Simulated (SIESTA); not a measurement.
MoS2 in SIESTA: the effect of dispersion

The system is MoS2.

```xyz
3
Lattice="1.5800 0.9122 6.1500 -1.5800 0.9122 6.1500 0.0000 -1.8244 6.1500" Properties=species:S:1:pos:R:3 pbc="T T T"
Mo    0.0000    0.0000    0.0000
S     0.0000    0.0000    7.6936
S     0.0000    0.0000    4.6125
```

Measurements of this composition are mostly on another form, of space group No. 194.

Alike in all runs:

- Program: SIESTA 5.4.2
- Task: single point
- Functional: PBE
- Potentials or basis: PseudoDojo 0.4 standard (PBE files)
- Basis: DZP (energy shift 0.003 Ry; two zetas on semicore shells)
- Grid cutoff: 800 Ry
- Energy shift: 0.003 Ry
- k mesh: 10 × 10 × 10
- Occupations: fermi-dirac, width 0.05 eV
- Spin: no spin polarisation

| dispersion | largest force (eV/Å) |
| --- | --- |
| none | ? |
| D3 | 0.97 |
| D3(BJ) | 0.97 |
| D4 | 0.94 |

**Question.** What does the run with dispersion none give?

**Answer.** Largest force 0.96 eV/Å.
